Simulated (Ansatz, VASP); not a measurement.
# LiCl: VASP beside Ansatz

```
Li Cl
1.0
     0.00000    2.61606    2.56476
     2.61606    0.00000    2.56476
     2.61606    2.61606    0.00000
Li Cl
1 1
Direct
  0.00000 0.00000 0.00000
  0.50000 0.50000 0.50000
```

Change from the starting cell: strain +0.0200 x Voigt [1, 1, 0, 0, 0, 0], atoms carried along.

Alike in both runs: task single point; functional PBEsol; k mesh 8 × 8 × 8; occupations gaussian, width 0.05 eV; no spin polarisation.

|  | VASP | Ansatz |
| --- | --- | --- |
| version | VASP 6.6.1 | Ansatz 0.2.0 |
| potentials or method | VASP PAW PBE potentials, release 64 (Li_sv, Cl) | scalar-relativistic, plane waves, PAW |
| plane-wave cutoff (eV) | 520 | 420 |
| valence electrons in the cell | 10 | 10 |

```csv
,VASP,Ansatz,Ansatz less VASP
gap on the k mesh at the Fermi level (eV),5.90,5.89,-0.009
least direct gap on the mesh (eV),5.90,5.89,-0.009
```

The functional is the same, so the differences come from potentials, cutoffs and numerics.

 A k mesh can miss the band edges.
